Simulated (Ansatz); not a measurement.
Ti₅Si (R32) under several functionals

Plane-wave DFT in Ansatz with scalar-relativistic PAW potentials. The same structure was relaxed (cell and atoms, symmetry kept) in separate runs at each level. Whether it is the stable form of this composition wasn't checked. No spin polarisation.

**Question.** How do the levels PBE, PBE+D3(BJ), PBEsol, r2SCAN compare?

**Answer.**
| level | cutoff (eV) | k mesh | V (Å³/atom) | a (Å) | c (Å) | B0 (GPa) |
| --- | --- | --- | --- | --- | --- | --- |
| PBE+D3(BJ) | 420 | 12×12×12 | 15.522 | 4.954 | 13.147 | – |
| PBEsol | 420 | 12×12×12 | 15.744 | 4.980 | 13.197 | 129 |
| r2SCAN | 500 | 12×12×12 | 16.172 | 5.034 | 13.264 | – |
| PBE | 420 | 12×12×12 | 16.328 | 5.048 | 13.315 | 121 |

The usual order of volumes, PBEsol < PBE, holds here (15.744, 16.328 Å³/atom). As a rule PBEsol, built on the gradient expansion of slowly varying densities, lies between LDA and PBE; PBE's stronger gradient term for exchange weakens bonds. Adding D3 to PBE changes the volume by -4.9 %; the term is attractive, so it pulls cells in. In metals the pairwise form ignores screening by the conduction electrons and often pulls in too far. r2SCAN lies 1.0 % under PBE in volume. B0 goes from 129.5 to 121.1 GPa as the volume grows by 3.7 %; on one curve with B' = 3.7 the volume alone, B ∝ V^(−B'), would give 113.1 GPa, and the rest of the difference is the functional's own stiffness.